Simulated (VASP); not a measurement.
Ni: single point with LDA

Ni:

```
Ni
1.0
     0.00000    1.72866    1.72866
     1.72866    0.00000    1.72866
     1.72866    1.72866    0.00000
Ni
1
Direct
  0.00000 0.00000 0.00000
```

The cell isn't the ideal one: a relaxed cell with its volume scaled by 1.03.

- Program: VASP 6.6.1
- Task: single point
- Functional: LDA
- Potentials or basis: VASP PAW LDA potentials, release 64 (Ni)
- Cutoff: 520 eV
- k mesh: 20 × 20 × 20
- Occupations: gaussian, width 0.1 eV
- Spin: collinear spin, ferromagnetic start
- Starting moments: [0.8] μB

The pressure is -6.9 GPa, the band gap on the k mesh is none (metal or under the smearing width) and the net moment is 0.60 μB per cell. The site moments are Ni +0.61 μB and the valence electrons inside the program's atomic spheres are Ni 9.42.

Levels at points of the mesh, in eV from the Fermi level:
Spin up:
| k point | band 2 | band 3 | band 4 | band 5 | band 6 | band 7 | band 8 | band 9 |
| --- | --- | --- | --- | --- | --- | --- | --- | --- |
| (0.00, 0.00, 0.00) | -2.49 | -2.49 | -2.49 | -1.25 | -1.25 | 24.22 | 28.38 | 28.38 |
| (0.50, 0.00, 0.00) | -2.50 | -2.50 | -0.50 | -0.50 | -0.35 | 6.09 | 22.71 | 25.47 |
| (0.50, 0.50, 0.00) | -4.41 | -0.47 | -0.33 | -0.33 | 2.49 | 9.75 | 15.26 | 15.26 |
Spin down:
```tsv
k point	band 1	band 2	band 3	band 4	band 5	band 6	band 7	band 8	band 9
(0.00, 0.00, 0.00)	-9.30	-1.87	-1.87	-1.87	-0.68	-0.68	24.20	28.43	28.43
(0.50, 0.00, 0.00)	-4.70	-1.94	-1.94	-0.32	0.16	0.16	6.48	22.69	25.59
(0.50, 0.50, 0.00)	-4.57	-3.90	0.13	0.37	0.37	2.54	10.03	15.33	15.33
```

Wall time 43 s on 1 thread of Intel(R) Xeon(R) Platinum 8488C (Sapphire Rapids), on a shared host, peak memory 0.15 GiB.
